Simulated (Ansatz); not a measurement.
Wanted: the native input for an Ansatz 0.2.0 run.

```yaml
Task: single point
Functional: PBEsol0
Potentials_or_basis: Ansatz PAW
Cutoff: "420 eV (not typed: the program's choice for these potentials)"
k_mesh: 5 × 5 × 4
Occupations: fermi-dirac, width 0.05 eV
Spin: no spin polarisation
```

Crystal: TiB2.

```xyz
3
Lattice="3.0292 0.0000 0.0000 -1.5146 2.6234 0.0000 0.0000 0.0000 3.2284" Properties=species:S:1:pos:R:3 pbc="T T T"
Ti    0.0000    0.0000    0.0000
B     1.5146    0.8745    1.6142
B     0.0000    1.7489    1.6142
```

These files were run (other wordings do the same):

input

```
crystal:
  lattice:
    - [3.0292, 0.0, 0.0]
    - [-1.5146, 2.6233641531, 0.0]
    - [0.0, 0.0, 3.2284]
  atoms:
    - { symbol: Ti, position: [0.0, 0.0, 0.0] }
    - { symbol: B, position: [0.6666666667, 0.3333333333, 0.5] }
    - { symbol: B, position: [0.3333333333, 0.6666666667, 0.5] }
hamiltonian:
  xc: { exchange: pbesol, correlation: pbesol, exx: { coeff: 0.25 } }
  pseudopotentials: { kind: paw }
kpoints:
  mp_grid: { grid: [5, 5, 4] }
scf:
  occupations: { method: fermi_dirac, width: 0.05 }
output:
  forces: true
  stress: true
  eigenvalues: true
```

Results of the run:

```
Pressure               : -8.8 GPa
Band gap on the k mesh : none (metal or under the smearing width)
```

Caveat: the k mesh is coarse (spacing up to 0.49 Å⁻¹), so the values aren't converged, least of all with exact exchange; the PAW data sets come from PBE, with cores solved anew for the run's functional, which leaves a small shift of forces and pressure; the thresholds are loose for stress.

It took 11 s on 1 × NVIDIA H100 80GB HBM3 with 2 threads of AMD EPYC 7R13 Processor (Zen 3), on a shared host, peak memory 1.6 GiB.
